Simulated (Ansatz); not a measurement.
# Br (diamond type): how the settings move a single-point run

Aim: see which settings change the result for Br (diamond type), by how much, and at what cost.

Method: reference: DFT, PBE, PAW with Ansatz's default frozen-core files, scalar-relativistic, in Ansatz 0.2.0.

1 further run of the same task is left out (it didn't finish). Runs told in other sessions of the task aren't counted.

## Step 1: The structure to begin with

The structure is trigonal, space group R-3m (No. 166). The conventional cell has a = 4.570 Å, b = 4.570 Å, c = 11.195 Å, α = 90.00°, β = 90.00°, γ = 120.00°. Around Br (site symmetry 3m) lie 1 Br at 2.13 Å.

Structure file:

```cif
data_structure
_symmetry_space_group_name_H-M 'P 1'
_symmetry_Int_Tables_number 1
_cell_length_a 4.5702
_cell_length_b 4.5702
_cell_length_c 4.5702
_cell_angle_alpha 60.000
_cell_angle_beta 60.000
_cell_angle_gamma 60.000
_cell_volume 67.50
loop_
_atom_site_label
_atom_site_type_symbol
_atom_site_fract_x
_atom_site_fract_y
_atom_site_fract_z
_atom_site_occupancy
Br1 Br 0.78500 0.90500 0.90500 1
Br2 Br 0.21500 0.09500 0.09500 1
```

## Step 2: Reference

input.yaml

```yaml
crystal:
  lattice:
    - [0.0, 3.2316520351, 3.2316520351]
    - [3.2316520351, 0.0, 3.2316520351]
    - [3.2316520351, 3.2316520351, 0.0]
  atoms:
    - { symbol: Br, position: [-0.215, -0.095, -0.095] }
    - { symbol: Br, position: [0.215, 0.095, 0.095] }
kpoints:
  mp_grid: { grid: [8, 8, 8] }
scf:
  occupations: { method: fermi_dirac, width: 0.05 }
hamiltonian:
  xc: pbe
  pseudopotentials: { kind: paw }
output:
  forces: true
  stress: true
  eigenvalues: true
  populations: true
  write_density: true
  write_potential: true
  elf: true
  volumetric_format: npy
```

Command:

```sh
$ ansatz run input.yaml --threads 1 --pin off --max-ram 2048MiB --backend cpu --events-out ev --progress --plain --runs-dir out
```

## Step 3: Changing settings: mixing.algorithm broyden, mixing.beta 0.2, ecutrho_ratio 12

input.yaml: that of step 2 with these lines changed.

```diff
@@ -12,2 +12,3 @@
   occupations: { method: fermi_dirac, width: 0.05 }
+  mixing: { algorithm: broyden, beta: 0.2 }
 hamiltonian:
@@ -20,5 +21,3 @@
   populations: true
-  write_density: true
-  write_potential: true
-  elf: true
-  volumetric_format: npy
+basis:
+  ecutrho_ratio: 12
```

Q: Predict the outcome of this session. Wanted: for each run, ending; energy change; pressure; gap; force.

The runs gave:

| run | ending | energy change | pressure (GPa) | gap (eV) | force (eV/Å) | cycles | time |
| --- | --- | --- | --- | --- | --- | --- | --- |
| reference | converged | 0 | 13.9 | 1.00 | 3.08 | 6 | 4.5 s |
| 1: mixing.algorithm broyden, mixing.beta 0.2, ecutrho_ratio 12 | converged | 0.0 meV/atom | 13.9 | 1.00 | 3.08 | 8 | 5.7 s |

Times don't compare one to one where runs were asked for different outputs or read a saved state (see the inputs); cycles may leave out searches for a lower state.

Residual by cycle in the longest SCF loop of each run; runs are numbered as in the table. The quantity is the density residual dr2, in eV.

| cycle | reference | run 1 |
| --- | --- | --- |
| 1 | 0.00391 | 0.00391 |
| 2 | 6.8e-4 | 0.00209 |
| 3 | 1.6e-4 | 4.4e-4 |
| 4 | 8.3e-6 | 5.4e-5 |
| 5 | 3.5e-7 | 7.5e-6 |
| 6 | 1.5e-8 | 2.6e-7 |
| 7 | - | 4.0e-7 |
| 8 | - | 2.0e-8 |

Changing the mixing and numerical grids leaves the energy as it was (0.0 meV/atom). The structure is not at rest: the sound run finds 14 GPa, so these are no properties of the relaxed crystal. 
